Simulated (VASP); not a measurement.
HfO2, 3 atoms in the cell. It takes space group Fm-3m (No. 225, cubic). Conventional cell: a = 5.200 Å, b = 5.200 Å, c = 5.200 Å, α = 90.00°, β = 90.00°, γ = 90.00°. Hf (site symmetry m-3m) is surrounded by 8 O at 2.25 Å. O (site symmetry -43m) has 4 Hf at 2.25 Å as nearest neighbours. The cell was built by a generator and needn't be a form met in nature.

| Item | Value |
| --- | --- |
| Program | VASP 6.6.1 |
| Task | single point |
| Functional | PBE |
| Potentials or basis | VASP PAW PBE potentials, release 64 (Hf_pv, O) |
| Cutoff | 700 eV |
| k mesh | 6 × 6 × 6 |
| Occupations | gaussian, width 0.05 eV |
| Spin | no spin polarisation |
| Further INCAR settings | ALGO = Fast; EDIFF = 1e-06 |

Potentials or basis: VASP PAW PBE potentials, release 64 (Hf_pv, O).

Run with:

```sh
$ cat potpaw_PBE.64/Hf_pv/POTCAR potpaw_PBE.64/O/POTCAR > POTCAR
$ mpirun -np 1 vasp_std > vasp.out
```

Hardware: 1 thread of Intel(R) Xeon(R) Platinum 8259CL CPU @ 2.50GHz (Skylake/Cascade Lake), with other jobs on the host.

How long does it take, and how much memory?

It took 13 s on 1 thread of Intel(R) Xeon(R) Platinum 8259CL CPU @ 2.50GHz (Skylake/Cascade Lake), on a shared host, peak memory 0.18 GiB. Counts: scf iterations 16, k points 16.
